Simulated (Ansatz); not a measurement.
# What a trial cell of BiTe relaxes into

Computed with DFT PBE, scalar-relativistic, plane waves, PAW in Ansatz 0.2.0. Cutoff 420 eV, Γ-centred k mesh, Gaussian smearing, no spin polarisation in the final step.

The start puts BiTe on the hexagonal BN structure type (P6_3/mmc, No. 194), with Bi in place of B, Te in place of N, at a guessed volume.

```
CELL_PARAMETERS angstrom
4.07716 0.00000 0.00000
-2.03858 3.53092 0.00000
0.00000 0.00000 10.84619
ATOMIC_POSITIONS crystal
Bi 0.33333 0.66667 0.25000
Bi 0.66667 0.33333 0.75000
Te 0.33333 0.66667 0.75000
Te 0.66667 0.33333 0.25000
```

Cell and atoms relax at zero pressure; the relaxation can't lower the symmetry of the start. After a coarse first stage the cell is made exact in the group found at 0.06 Å.

Formation energies are uncorrected and refer to the elements' standard structures at the same level.

Describe the relaxed structure.

It keeps P6_3/mmc (No. 194), but not the shape of the type it started on. Conventional cell: a = 5.470 Å, c = 6.524 Å. Bi has 5 Te at 3.16–3.26 Å; around Te lie 5 Bi at 3.16–3.26 Å.

```xyz
4
Lattice="5.4704 0.0000 0.0000 -2.7352 4.7375 0.0000 0.0000 0.0000 6.5237" Properties=species:S:1:pos:R:3 pbc="T T T"
Bi    0.0000    3.1583    1.6309
Bi    2.7352    1.5792    4.8928
Te    0.0000    3.1583    4.8928
Te    2.7352    1.5792    1.6309
```

What are its volume, energy, density and gap?

The volume per atom is 42.27 Å³, the density is 6.61 g/cm³ and the energy over the elements is 0.09 eV/atom. The gap on the 12×12×8 mesh is 0 eV (a metal).

The final run used a 12×12×8 mesh on its 4-atom cell and 0.10 eV smearing. The k mesh leaves about 4 meV/atom of noise in metals. Spin–orbit coupling is left out. A structure relaxed within its symmetry needn't be a true minimum. The steps took about 2.4 core-minutes in all.